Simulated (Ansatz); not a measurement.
Program: Ansatz. Geometries: PBE0-D4/def2-TZVP. ΔE: electronic, gas phase. CCSD(T)/CBS is the MP2 limit (def2-TZVPP, def2-QZVPP) plus CCSD(T) − MP2 in def2-TZVPP, frozen cores. DFT in def2-TZVPP. Elements past krypton have def2 core potentials. For In outer-core shells are correlated without core-valence functions, which leaves a few kJ/mol of doubt a bond. One conformer a species, not always the lowest.

`[CH3][In]([CH3])[OH]` + `O=CCCl` → `[CH3][In]([OH])[Cl]` + `CCC=O`  (formal exchange of groups at the In–C bond)

`[CH3][In]([CH3])[OH]`:

Cartesian coordinates in Å:
```
C -1.117 -1.654 -0.201
In 0.135 0.091 -0.196
C 0.670 1.616 1.203
O 1.092 0.423 -1.928
H -1.424 -1.891 -1.220
H -2.004 -1.503 0.416
H -0.560 -2.503 0.201
H 1.304 2.345 0.698
H 1.216 1.187 2.045
H -0.219 2.115 1.592
H 0.906 -0.227 -2.608
```

`O=CCCl`:

Cartesian coordinates in Å:
```
O 0.314 1.792 -0.496
C 0.234 0.605 -0.627
C -0.110 -0.312 0.521
Cl -0.931 -1.772 -0.055
H 0.424 0.101 -1.596
H -0.746 0.205 1.237
H 0.814 -0.620 1.016
```

`[CH3][In]([OH])[Cl]`:

Z-matrix (Å, degrees):
```
C
In 1 2.131
H 1 1.090 2 109.7
H 1 1.088 2 109.0 3 120.5
H 1 1.090 2 109.3 3 -119.6
O 2 1.978 1 129.7 3 52.8
Cl 2 2.327 1 122.2 3 -127.3
H 6 0.960 2 113.3 1 -0.0
```

`CCC=O`:

Z-matrix (Å, degrees):
```
C
C 1 1.524
H 1 1.091 2 110.8
H 1 1.093 2 111.3 3 119.8
H 1 1.092 2 111.1 3 -120.0
C 2 1.499 1 111.6 3 -175.3
H 2 1.091 1 112.2 3 62.4
H 2 1.098 1 109.4 3 -57.3
O 6 1.200 2 125.2 1 -126.5
H 6 1.115 2 114.5 1 53.2
```

```csv
species,CAM-B3LYP energy (Eh)
`[CH3][In]([CH3])[OH]`,-345.76928
`O=CCCl`,-613.44667
`[CH3][In]([OH])[Cl]`,-766.15354
`CCC=O`,-193.12760
```

Work out ΔE.

ΔE = (-766.15354) + (-193.12760) − (-345.76928) − (-613.44667) = -0.06519 Eh = -40.9 kcal/mol. CCSD(T)/CBS gives -40.1 kcal/mol.

Largest T1 diagnostic among the species: 0.014.

In def2-TZVPP, CCSD(T) changes the Hartree–Fock value by +6.9 kcal/mol (the triples alone add +0.8 kcal/mol) and MP2 by +6.8 kcal/mol. From BLYP to BHLYP (50 % exact exchange), in def2-TZVPP and without D4, ΔE moves by −4.3 kcal/mol. Leaving LDA and LC-ωPBE aside and taking each functional with its dispersion term where it has one, the values, not all of them listed here, spread over 4.5 kcal/mol, from BHLYP-D4 to PBE-D4.
